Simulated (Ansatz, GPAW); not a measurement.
One calculation of AlCu, 3 ways

```
Cu Al
1.0
     2.99751    0.00000    0.00000
     0.00000    2.99751    0.00000
     0.00000    0.00000    2.99751
Cu Al
1 1
Direct
  0.50000 0.50000 0.50000
  0.00000 0.00000 0.00000
```

The cell comes from a database or a generator and needn't be the stable form of this composition.

Alike in all runs: task band structure; functional PBEsol; k mesh 9 × 9 × 9; occupations fermi-dirac, width 0.05 eV; no spin polarisation; no spin-orbit coupling. Pressure is positive in compression and, in plane waves, holds the error of the finite cutoff, which Ansatz's Pulay term estimates and takes out.

```tsv
program and potentials	plane-wave cutoff (eV)	notes	band gap (eV)	pressure (GPa)
Ansatz, all-electron LAPW, scalar-relativistic	-	-	no gap	-4.68
GPAW, PAW data sets generated for this functional	600	-	no gap	-3.83
Ansatz, PAW datasets made for the crystal	240	-	no gap	-4.69
```

None finds a gap. The pressure spans -4.69 (Ansatz, PAW datasets made for the crystal) to -3.83 GPa (GPAW, PAW data sets generated for this functional), with all-electron results at -4.68.

Differences between rows come from potentials, basis sets and numerical settings, since the functional is the same but for its coding. Runs on potential files found faulty are left out.

All three runs describe AlCu in this cell as a metal under tension: the negative pressures mean that the PBEsol equilibrium volume is smaller than the one supplied. This suggests a lattice parameter taken from a functional that binds less tightly, such as PBE, since PBEsol generally shortens metallic bonds. The close match between -4.68 and -4.69 GPa shows that the tension belongs to the functional and the geometry rather than to the PAW description. The weaker tension in GPAW probably reflects its data sets or remaining basis error, and doesn't change the direction of relaxation.

The missing gap isn't forced by electron counting, as the cell holds an even number of electrons. It fits the overlap of broad bands derived from Al 3s and 3p and Cu 4s and 4p states, while the largely filled Cu 3d shell lies lower and hybridises with them. The tension concerns volume alone, so it doesn't show whether the cubic arrangement would resist shear or a displacement of its atoms.
